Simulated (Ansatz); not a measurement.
CsPbI3:
```xyz
5
Lattice="6.3327 0.0000 0.0000 0.0000 6.3327 0.0000 0.0000 0.0000 6.3327" Properties=species:S:1:pos:R:3 pbc="T T T"
Cs     3.1663     3.1663     3.1663
Pb     0.0000     0.0000     0.0000
I      0.0000     0.0000     3.1663
I      3.1663     0.0000     0.0000
I      0.0000     3.1663     0.0000
```

Relaxed with r²SCAN. Independent-particle spectrum: no excitons, no local fields, no scissors shift; 0.1 eV broadening; ε₁ of the summed bands alone.

Question: Tabulate the dielectric function from DFT-r²SCAN in the program Ansatz with PAW potentials.

Answer: 

```csv
E (eV),ε₁ xx,ε₂ xx
0.0,5.32,0.00
0.5,5.39,0.00
1.0,5.66,0.00
1.5,6.30,0.00
2.0,7.53,0.96
2.5,8.84,3.18
3.0,6.55,6.26
3.5,2.10,7.58
4.0,0.22,4.20
4.5,0.96,2.40
5.0,1.97,1.79
5.5,2.54,1.92
6.0,3.69,2.30
6.5,3.79,5.01
7.0,-0.04,4.12
7.5,0.72,2.65
8.0,0.89,2.40
8.5,1.91,3.33
9.0,0.05,3.56
9.5,-0.39,2.53
10.0,-0.02,1.86
10.5,-0.07,2.00
11.0,-0.06,1.50
11.5,0.24,1.03
12.0,0.44,1.27
```

Question: From ε at 3.2 eV (xx: 5.63 + 6.99i), find n, k, the normal reflectivity and the absorption coefficient.

Answer: n = 2.70, k = 1.293, R = 30 %, α = 2kE/ħc = 420000 cm⁻¹.

With all bands, ε∞ without local fields is 5.39.

Space group Pm-3m (cubic perovskite). This is a known high-temperature phase of the composition, computed here at zero pressure and temperature. The r²SCAN relaxation kept the symmetry of its start; of distortions, only those at the zone centre were tested. Spin–orbit coupling is left out wherever it is not named.

Potentials: the later of the program's two PAW sets.
